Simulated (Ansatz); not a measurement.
Here is an Ansatz 0.2.0 calculation.

File input.yaml:

```yaml
crystal:
  lattice:
    - [0.0, 2.77, 2.77]
    - [2.77, 0.0, 2.77]
    - [2.77, 2.77, 0.0]
  atoms:
    - { symbol: Te, position: [0.75, 0.75, 0.75] }
    - { symbol: Be, position: [0.0, 0.0, 0.0] }
hamiltonian:
  xc: lda
  pseudopotentials: { kind: paw }
kpoints:
  mp_grid: { grid: [8, 8, 8] }
scf:
  occupations: { method: fermi_dirac, width: 0.05 }
output:
  forces: true
  stress: true
relax:
  f_tol: 0.01
  max_steps: 40
  cell: { stress_tol: 0.05 }
```

Potentials or basis: Ansatz PAW.

Launch:

```sh
$ ansatz run input.yaml --threads 2 --pin off --max-ram 5632MiB --backend cpu --events-out ev --progress --plain --runs-dir out
```

**Question.** What does it give for the relaxed cell?

**Answer.** a = 3.928 Å, b = 3.928 Å, c = 3.928 Å, α = 60.00°, β = 60.00°, γ = 60.00°.

**Question.** Estimate the space group after relaxing (to 0.05 Å).

**Answer.** F-43m (No. 216).

**Question.** Estimate the relaxed volume.

**Answer.** 21.42 Å³/atom.

Final structure:
```
Te Be
1.0
     0.00000    2.77731    2.77731
     2.77731    0.00000    2.77731
     2.77731    2.77731    0.00000
Te Be
1 1
Direct
  0.75000 0.75000 0.75000
  0.00000 0.00000 0.00000
```

Caveat: the PAW data sets come from PBE, with cores solved anew for the run's functional, which leaves a small shift of forces and pressure.
